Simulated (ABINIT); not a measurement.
A run of ABINIT 10.8.3 (patched build) is set up as follows.

The input run.abi:

```
# Pseudopotentials
pp_dirpath "./"
pseudos "Hf.LDA_PW-JTH.xml, O.LDA_PW-JTH.xml"

# Structure
acell 3*1.0 Angstrom
rprim
     0.0000000000     2.5575000000     2.5575000000
     2.5575000000     0.0000000000     2.5575000000
     2.5575000000     2.5575000000     0.0000000000
ntypat 2
znucl 72 8
natom 3
typat 1 2 2
xred
     0.0000000000     0.0000000000     0.0000000000
     0.7500000000     0.7500000000     0.7500000000
     0.2500000000     0.2500000000     0.2500000000

# Plane-wave basis
ecut 23.0
pawecutdg 45.0

# k points
kptopt 1
ngkpt 5 5 5
nshiftk 1
shiftk 0.0 0.0 0.0

# Exchange and correlation
ixc 7

# Bands and occupations
nband 16
occopt 3
tsmear 0.05 eV

# SCF cycle
nstep 100
tolvrs 1.0e-9

# Output
iomode 3
prtwf 0
prtden 0
prteig 0
prtebands 0
enunit 2
```

Potentials or basis: JTH PAW LDA v2.0.

Launch:

```bash
$ abinit run.abi > log 2>&1
```

**Question.** Estimate the pressure.

**Answer.** -20.0 GPa.

**Question.** Predict the band gap on the k mesh.

**Answer.** 3.83 eV, indirect (least direct gap 4.15 eV).

Caveat: the k mesh is coarse (spacing up to 0.43 Å⁻¹), so the values aren't converged; so large a pressure means that the cell lies far from this level's equilibrium, or that cutoff or potentials fall short; spin-orbit coupling is left out, which moves the levels of the heavy elements; an odd mesh through Γ misses points on the zone boundary, where band edges often lie.
